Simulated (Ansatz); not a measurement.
I need band-curvature effective masses by finite differences of CdSe, space group P6_3mc. Use the Python package of Ansatz (0.2.0). Use (first run): PBEsol, PAW, cutoff 476 eV, 6×6×4 k-points, fixed occupations.

```yaml
crystal:
  lattice:
    - [4.30000, 0.00000, 0.00000]
    - [-2.15000, 3.72391, 0.00000]
    - [0.00000, 0.00000, 7.02000]
  atoms:
    - { symbol: Cd, position: [0.33333, 0.66667, 0.00000] }
    - { symbol: Cd, position: [0.66667, 0.33333, 0.50000] }
    - { symbol: Se, position: [0.33333, 0.66667, 0.38500] }
    - { symbol: Se, position: [0.66667, 0.33333, 0.88500] }
```

The script, `run_mass.py`:
```python
import warnings

import ansatz as az
import numpy as np


def main() -> None:
    warnings.simplefilter("ignore", az.DeckWarning)

    structure = (
        az.Lattice.of((4.3, 0.0, 0.0), (-2.15, 3.723909, 0.0), (0.0, 0.0, 7.02))
        .atom("Cd", (1 / 3, 2 / 3, 0.0))
        .atom("Cd", (2 / 3, 1 / 3, 0.5))
        .atom("Se", (1 / 3, 2 / 3, 0.385))
        .atom("Se", (2 / 3, 1 / 3, 0.885))
    )

    calc = (
        structure.calculation()
        .functional(az.Functional.PBESOL)
        .basis(35 * az.Ry)
        .kpoints(6, 6, 4, center="gamma")
        .occupations("fixed")
    )
    res = calc.band_table().run(threads=1, backend="cpu")
    data = res.report
    levels = np.array(data["eigenvalues_ev"])
    filled = round(data["n_electrons"] / 2)
    edges = {"top filled band": (filled - 1, levels[:, filled - 1].argmax()), "lowest empty band": (filled, levels[:, filled].argmin())}
    gap = levels[:, filled].min() - levels[:, filled - 1].max()
    print(f"gap on the mesh {gap:.3f} eV")
    if gap <= 0.05:
        print("no gap: band-edge masses have no meaning here")
        edges = {}
    reciprocal = 2 * np.pi * np.linalg.inv(res.lattice.cell_ang).T
    step = 0.008  # 1/A

    pairs = [(0, 1), (0, 2), (1, 2)]
    moves = [sign * axis for axis in np.eye(3) for sign in (-1, 1)]
    moves += [s1 * np.eye(3)[i] + s2 * np.eye(3)[j] for i, j in pairs for s1 in (1, -1) for s2 in (1, -1)]
    for name, (band, index) in edges.items():
        together = int(np.sum(np.abs(levels[index] - levels[index, band]) < 2e-3))
        print(name, "at k =", np.round(data["kpoints_frac"][index], 4), f"E = {levels[index, band]:.4f} eV, degeneracy {together}")
        centre = np.array(data["kpoints_frac"][index]) @ reciprocal
        points = [centre] + [centre + step * move for move in moves]
        table = calc.band_structure(points, intervals=1, cartesian=True).run(threads=1, backend="cpu").band_structure().channels[0].eigenvalues_ev
        if together > 1:
            level = np.flatnonzero(np.abs(levels[index] - levels[index, band]) < 2e-3)
            along = (table[1, level] + table[2, level] - 2 * table[0, level]) / step ** 2
            print("  degenerate level, no single mass tensor; masses of its branches along x:", np.round(7.61996 / along, 3), "m_e")
            continue
        e = table[:, band]
        hessian = np.diag((e[1:7:2] + e[2:7:2] - 2 * e[0]) / step ** 2)
        for (i, j), (pp, pm, mp, mm) in zip(pairs, e[7:].reshape(3, 4)):
            hessian[i, j] = hessian[j, i] = (pp - pm - mp + mm) / (4 * step ** 2)
        curvatures, axes = np.linalg.eigh(hessian)
        slope = (e[2:7:2] - e[1:7:2]) / (2 * step)
        print("  slope (eV A):", np.round(slope, 3) + 0.0, "" if np.abs(slope).max() < 0.05 else "- no extremum here, so these are local curvatures and no band-edge masses")
        for curvature, axis in zip(curvatures, axes.T):
            print(f"  principal mass {7.61996 / curvature:8.3f} m_e along", np.round(axis, 2) + 0.0)


if __name__ == "__main__":
    main()
```

Output of `python run_mass.py`:
```text
gap on the mesh 0.577 eV
top filled band at k = [0. 0. 0.] E = 7.3446 eV, degeneracy 2
  degenerate level, no single mass tensor; masses of its branches along x: [-0.28  -1.267] m_e
lowest empty band at k = [0. 0. 0.] E = 7.9217 eV, degeneracy 1
  slope (eV A): [0. 0. 0.]
  principal mass    0.058 m_e along [-0.07  1.    0.  ]
  principal mass    0.058 m_e along [1.   0.07 0.  ]
  principal mass    0.055 m_e along [0. 0. 1.]
```

Notes:
- Semilocal gaps usually lie well under measured ones.
- Of the deposited cell: the entry's cell lengths or inner coordinates differ somewhat from later room-temperature determinations.
- The structure is a deposited one; some such entries were measured under pressure or heat, so a shift against it needn't be the functional's error alone.
- Gaps and levels are Kohn-Sham values on a finite set of k-points, without spin-orbit coupling.
- The masses are finite-difference curvatures at extrema found on a coarse mesh, which needn't be the true band edges; a step that is long against the gap makes them too heavy. Negative values are curvatures of valence bands (the hole mass is their size). Spin-orbit coupling is left out, and light masses scale with the Kohn-Sham gap.
- Wall time of the script: 34 s on 1 thread of Intel(R) Xeon(R) Processor @ 2.30GHz (shared host), peak memory 0.59 GiB.
